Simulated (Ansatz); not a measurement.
# TiB: a hydrostatic pressure series

An exercise on one series of results from a longer session: the logs are not shown, and one member is left open.

Program: Ansatz 0.2.0. Level of theory: DFT PBEsol, scalar-relativistic, plane waves, PAW. These are calculated values, not measurements.

2 further runs of the same task are left out: 2 set aside as unsound or not needed.

## The system as given

Symmetry: F-43m, No. 216, cubic system. The conventional cell has a = 4.907 Å, b = 4.907 Å, c = 4.907 Å, α = 90.00°, β = 90.00°, γ = 90.00°. Ti (site symmetry -43m) is surrounded by 4 B at 2.12 Å. B (site symmetry -43m) is surrounded by 4 Ti at 2.12 Å.

Coordinates:

```
CELL_PARAMETERS angstrom
0.00000 2.45334 2.45334
2.45334 0.00000 2.45334
2.45334 2.45334 0.00000
ATOMIC_POSITIONS crystal
Ti 0.75000 0.75000 0.75000
B 0.00000 0.00000 0.00000
```

This cell was relaxed beforehand with the same method: volume 14.77 Å³/atom, gap on the mesh none (metal).

The first run:

input.yaml

```yaml
crystal:
  lattice:
    - [0.0, 2.4692718547, 2.4692718547]
    - [2.4692718547, 0.0, 2.4692718547]
    - [2.4692718547, 2.4692718547, 0.0]
  atoms:
    - { symbol: Ti, position: [0.75, 0.75, 0.75] }
    - { symbol: B, position: [0.0, 0.0, 0.0] }
basis:
  ecutwfc: 420
kpoints:
  mp_grid: { grid: [14, 14, 14] }
hamiltonian:
  xc: pbesol
scf:
  occupations: { method: gaussian, width: 0.1 }
output:
  forces: true
  stress: true
  eigenvalues: true
relax:
  adjacent_minimum: "off"
  f_tol: 0.008
  max_steps: 50
  cell: { stress_tol: 0.08, p_target: -2.0 }
```

The run is started by

```bash
$ ansatz run input.yaml --threads 1 --pin off --max-ram 2560MiB --backend cpu --events-out ev --progress --plain --runs-dir out
```

Among the steps run: -2 GPa; 2 GPa; 5 GPa; Relaxing at 10 GPa; 20 GPa; 40 GPa.

One table of the session follows, with a row left open; its other results are not shown here.

Lengths are those of the vectors of the cell that was run:

```
P (GPa)  V (Å³/atom)  a (Å)  b (Å)  c (Å)  ΔH (eV/atom)
     -2        15.06  3.492  3.492  3.492        -0.186
      0        14.77  3.470  3.470  3.470         0.000
      2            ?      ?      ?      ?             ?
      5        14.14  3.420  3.420  3.420         0.451
     10        13.63  3.378  3.378  3.378         0.884
     20        12.79  3.307  3.307  3.307         1.708
     40        11.60  3.201  3.201  3.201         3.226
```

Q: Estimate the row for P (GPa) = 2 from the others.

Worked estimate for «V (Å³/atom)». A straight line through the neighbours (0, 14.77) and (5, 14.14) gives 14.77 + (14.14 − 14.77) × (2 − 0) / (5 − 0) = 14.52; a parabola fitted to 4 rows on both sides gives 14.50.

The run gave: V (Å³/atom): 14.50; a (Å): 3.449; b (Å): 3.449; c (Å): 3.449; ΔH (eV/atom): 0.183. In «V (Å³/atom)» the line misses by +0.02 and the parabola by 0.00.

ΔH is E + PV over the energy at zero pressure; a, b and c are the vectors of the computed cell. 
